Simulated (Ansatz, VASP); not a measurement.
# One calculation of Mn, two programs

```
Mn
1.0
     2.27567    0.00000    0.00000
    -1.13783    1.97078    0.00000
     0.00000    0.00000    4.79576
Mn
2
Direct
  0.66667 0.33333 0.75000
  0.33333 0.66667 0.25000
```

Alike in both runs: task single point; functional PBE; k mesh 24 × 24 × 14; occupations gaussian, width 0.15 eV; no spin polarisation.

|  | VASP | Ansatz |
| --- | --- | --- |
| version | VASP 6.6.1 | Ansatz 0.2.0 |
| potentials or method | VASP PAW PBE potentials, release 64 (Mn_pv) | scalar-relativistic, plane waves, PAW |
| plane-wave cutoff (eV) | 520 | 420 |
| valence electrons in the cell | 26 | 30 |

```csv
,VASP,Ansatz,Ansatz less VASP
gap on the k mesh at the Fermi level (eV),none,none,-
pressure (GPa),18.6,18.5,-0.12
largest component of the traceless stress (GPa),56.26,56.32,+0.055
```

A gap of «none» marks a metal or a gap that the smearing closes. The two sets of potentials don't hold the same shells in valence.

Caveats: so large a pressure means that the cell lies far from this level's equilibrium, or that cutoff or potentials fall short (VASP); the run has no spin polarisation, though such a crystal can be magnetic. Spin polarisation is off, so any magnetic state and its effect on volume and gap are missing.
